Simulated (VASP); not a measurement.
# WC (Qusongite) (P-6m2) in VASP: notebook, part 2 of 2

VASP 6.6.1. The steps go on from the part before.

## 4. Single point, PBE

Contents of INCAR:

```
SYSTEM = WC
ALGO = Fast
EDIFF = 1E-6
ENCUT = 520
GGA = PE
ISIF = 2
ISMEAR = 0
LASPH = .TRUE.
LCHARG = .FALSE.
LREAL = .FALSE.
LWAVE = .FALSE.
NBANDS = 16
NELM = 60
PREC = Accurate
SIGMA = 0.028000000000000004
```

Contents of KPOINTS:

```
k-points
0
G
  10 10 9
  0 0 0
```

Contents of POSCAR:

```
WC
1.0
    2.9065000000      0.0000000000      0.0000000000
   -1.4532500000      2.5171028361      0.0000000000
    0.0000000000      0.0000000000      2.8366000000
W C
1 1
Direct
    0.0000000000      0.0000000000      0.0000000000
    0.6666666667      0.3333333333      0.5000000000
```

Potentials or basis: VASP PAW PBE potentials, release 64 (W_sv, C).

Launch:

```sh
$ cat potpaw_PBE.64/W_sv/POTCAR potpaw_PBE.64/C/POTCAR > POTCAR
$ mpirun -np 1 vasp_std > vasp.out
```

OUTCAR:

```text
SYSTEM = WC
   EDIFF = 1E-6
   ENCUT = 520
   GGA = PE
   ISIF = 2
   ISMEAR = 0
   LASPH = .TRUE.
   LREAL = .FALSE.
   NELM = 60
   PREC = Accurate

 ion  position               nearest neighbor table
   1  0.000  0.000  0.000-   2 2.20   2 2.20   2 2.20   2 2.20   2 2.20   2 2.20
   2  0.667  0.333  0.500-   1 2.20   1 2.20   1 2.20   1 2.20   1 2.20   1 2.20

  LATTYP: Found a hexagonal cell.
 ALAT       =     2.9065000000
 C/A-ratio  =     0.9759504559

  Lattice vectors:

 A1 = (   2.9065000000,   0.0000000000,   0.0000000000)
 A2 = (  -1.4532500000,   2.5171028361,   0.0000000000)
 A3 = (   0.0000000000,   0.0000000000,   2.8366000000)

Analysis of symmetry for initial positions (statically):
=====================================================================
 Subroutine PRICEL returns:
 Original cell was already a primitive cell.

 Routine SETGRP: Setting up the symmetry group for a
 hexagonal supercell.

 Subroutine GETGRP returns: Found 12 space group operations
 (whereof 12 operations were pure point group operations)
 out of a pool of 24 trial point group operations.

The static configuration has the point symmetry D_3h.

Analysis of symmetry for dynamics (positions and initial velocities):
=====================================================================
 Subroutine PRICEL returns:
 Original cell was already a primitive cell.

 Routine SETGRP: Setting up the symmetry group for a
 hexagonal supercell.

 Subroutine GETGRP returns: Found 12 space group operations
 (whereof 12 operations were pure point group operations)
 out of a pool of 24 trial point group operations.

The dynamic configuration has the point symmetry D_3h.

 Subroutine INISYM returns: Found 12 space group operations
 (whereof 12 operations are pure point group operations),
 and found     1 'primitive' translations

----------------------------------------------------------------------------------------

                                     Primitive cell

[... 106 lines left out ...]
   EFERMI_NEDOS =   21; number of points for ismear=-14 and -15
   IALGO  =     68    algorithm
   IMIX   =      4    mixing-type and parameters
     AMIX     =   0.40;   BMIX     =  1.00
     AMIX_MAG =   1.60;   BMIX_MAG =  1.00
  volume/ion in A,a.u.               =      10.38        70.02
  Fermi-wavevector in a.u.,A,eV,Ry     =   1.561262  2.950358 33.164744  2.437540
  Thomas-Fermi vector in A             =   2.664353
   LORBIT       =      0    0 simple, 1 ext, 2 COOP (PROOUT), +10 PAW based schemes
   GGA     = PE    functional components
   LHFCALC =     F    Hartree Fock is set to
   AEXX    =    0.0000 exact exchange contribution
   IVDW    =     0    specifies the selected vdW correction
   LEPSILON=     F    determine dielectric tensor
   LRPA    =     F    only Hartree local field effects (RPA)
 non-spin polarized calculation
 RMM-DIIS sequential band-by-band and
 Gauss-broadening in eV      SIGMA  =   0.03
  energy-cutoff  :      520.00
  volume of cell :       20.75
 maximum number of plane-waves:       580
 NGX is ok and might be reduce to    24
   NGX = 11   NGY = 11   NGZ = 11

 number of electron      18.0000000 magnetization

 Free energy of the ion-electron system (eV)
  ---------------------------------------------------
  ext. energy  EPLUGINS =         0.00000000
  ---------------------------------------------------
  free energy    TOTEN  =       -22.44533818 eV

  energy without entropy =      -22.44504176  energy(sigma->0) =      -22.44518997

 E-fermi :  11.0907     XC(G=0): -13.8001

 val. band max:       10.9903730600   @ k =   0.0000   0.0000   0.3333
 cond. band min:      11.0933340030   @ k =   0.1000   0.0000   0.3333
 fundamental gap:      0.1029609430
 Fermi energy:        11.0907409193

 k-point     1 :       0.0000    0.0000    0.0000
  band No.  band energies     occupation
      1     -62.9203      2.00000
      2     -26.9047      2.00000
      3     -26.7979      2.00000
      4     -26.7979      2.00000
      5      -3.3754      2.00000
      6       6.7669      2.00000
[... 433 lines left out ...]
      3     -27.0242      2.00000
      4     -26.8766      2.00000
      5       0.0596      2.00000
      6       4.1815      2.00000
[... 8 lines left out ...]
     15      24.4777      0.00000
     16      28.5271      0.00000

 [... further k-points ...]
[... 5 lines left out ...]
  --------------------------------------------------------------------------------------
  -------------------------------------------------------------------------------------
  Total        0.9003207      0.9003207      0.8150314      0.0000000      0.0000000      0.0000000
  in kB       69.5085855     69.5085855     62.9238832      0.0000000      0.0000000      0.0000000
  external PRESSURE =      67.3136847 kB  Pullay stress =       0.0000000 kB

 VOLUME and BASIS-vectors are now :
 -----------------------------------------------------------------------------
  energy-cutoff  :      520.00
  volume of cell :       20.75
      direct lattice vectors                 reciprocal lattice vectors
     2.906500000  0.000000000  0.000000000     0.344056425  0.198641070  0.000000000
    -1.453250000  2.517102836  0.000000000     0.000000000  0.397282139  0.000000000
     0.000000000  0.000000000  2.836600000     0.000000000  0.000000000  0.352534725

 POSITION                                       TOTAL-FORCE (eV/Angst)
 -----------------------------------------------------------------------------------
      0.00000      0.00000      0.00000         0.000000      0.000000      0.000000
      1.45325      0.83903      1.41830        -0.000000     -0.000000      0.000000
 -----------------------------------------------------------------------------------
    total drift:                                0.000000     -0.000000      0.000000

  FREE ENERGIE OF THE ION-ELECTRON SYSTEM (eV)
  ---------------------------------------------------
  free  energy   TOTEN  =       -22.4453381766 eV

  energy  without entropy=      -22.4450417606  energy(sigma->0) =      -22.44518997
```

Wall time 8.5 s (1 thread of Intel Xeon 6975P-C (Granite Rapids), shared host); peak memory 0.15 GiB.

Results:

| Quantity | Value |
| --- | --- |
| Free energy | -22.4453 eV |
| Pressure | 6.7 GPa |
| Band gap on the k mesh | none (metal or under the smearing width) |

Stress tensor (GPa, compression positive):
```
6.95 0.00 0.00
0.00 6.95 0.00
0.00 0.00 6.29
```

## 5. The runs side by side

```tsv
level	potentials or basis	cutoff (eV)	smearing	further INCAR settings	gap on the mesh (eV)	pressure (GPa)
PBEsol	VASP PAW PBE potentials, release 64 (W, C)	500	gaussian 0.1 eV	ALGO = Fast; EDIFF = 1e-07; NBANDS = 12	none	-4.0
PBEsol	VASP PAW PBE potentials, release 64 (W, C)	500	gaussian 0.1 eV	ALGO = Normal; EDIFF = 1.00e-06	none	-4.0
PBE	VASP PAW PBE potentials, release 64 (W_sv, C)	520	gaussian 0.028 eV	ALGO = Fast; EDIFF = 1e-06; NBANDS = 16	none	6.7
```

Alike in all rows: task single point; no spin polarisation; cell as given; k mesh 10 × 10 × 9.

Caveats: the PAW data sets were made with another functional, which shifts forces and pressure a little (some runs).

Absolute energies hang on the potentials; compare differences alone.
